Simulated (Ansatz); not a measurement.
## RuO2: pressure series

The reference is RuO$_{2}$ in the rutile structure (space group P4_2/mnm, No. 136; a = 4.4673 Å, c = 3.0926 Å).

Cell and atoms are relaxed at each pressure.

Method: PBEsol (Ansatz, a first-principles code), no SOC, earlier PAW set.

Candidates:
(a) pressure 15 GPa
(b) pressure 100 GPa
(c) pressure −1 GPa

Base values:

The c/a ratio is 0.692.

Order them by c/a ratio, highest first.

(b) pressure 100 GPa (0.738), (a) pressure 15 GPa (0.701), (c) pressure −1 GPa (0.692)

Load acts through the strain it causes; cell and atoms are relaxed under it. Whether these cells are dynamically stable was not tested. Competing high-pressure phases were not computed. No Hubbard U is applied, and correlation can decide whether such a compound is a metal. The final runs are not spin-polarised.
